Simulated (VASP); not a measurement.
ZnS (Wurtzite-2H):

```xyz
4
Lattice="3.8110 0.0000 0.0000 -1.9055 3.3004 0.0000 0.0000 0.0000 6.2340" Properties=species:S:1:pos:R:3 pbc="T T T"
Zn    1.9055    1.1001    3.1170
Zn    0.0000    2.2003    0.0000
S     1.9055    1.1001    5.5171
S     0.0000    2.2003    2.4001
```

| Property | Result |
| --- | --- |
| Program | VASP 6.6.1 |
| Task | relaxation of cell and atoms |
| Functional | BLYP |
| Dispersion | D4 |
| Potentials or basis | VASP PAW PBE potentials, release 64 (Zn, S) |
| Cutoff | 600 eV |
| k mesh | 8 × 8 × 5 |
| Occupations | fermi-dirac, width 0.05 eV |
| Spin | no spin polarisation |

At the start: pressure 0.9 GPa; volume 19.60 Å³/atom.

Question: How do energy, volume and symmetry change on relaxing?

Answer: Over 10 steps the energy falls by 6.6 meV/atom and the volume is 19.78 Å³/atom (+0.9 %); space group P6_3mc (No. 186, to 0.05 Å).

The path:
```tsv
step	energy change (eV)	largest force (eV/Å)	pressure (GPa)	volume (Å³)
1	0.0000	0.3493	0.90	78.41
2	-0.0186	0.1043	-0.55	79.66
3	-0.0186	0.1121	-0.43	79.62
4	-0.0229	0.0549	-0.01	79.18
5	-0.0244	0.0089	0.41	78.73
6	-0.0264	0.0038	0.02	79.11
7	-0.0264	0.0036	0.03	79.09
8	-0.0264	0.0033	0.05	79.08
9	-0.0264	0.0008	-0.03	79.15
10	-0.0264	0.0003	0.01	79.13
```

Final structure:
```yaml
crystal:
  lattice:
    - [3.81462, 0.00000, 0.00000]
    - [-1.90731, 3.30355, 0.00000]
    - [0.00000, 0.00000, 6.27922]
  atoms:
    - { symbol: Zn, position: [0.66667, 0.33333, 0.50588] }
    - { symbol: Zn, position: [0.33333, 0.66667, 0.00588] }
    - { symbol: S, position: [0.66667, 0.33333, 0.87912] }
    - { symbol: S, position: [0.33333, 0.66667, 0.37912] }
```

Caveat: the PAW data sets were made with another functional, which shifts forces and pressure a little.
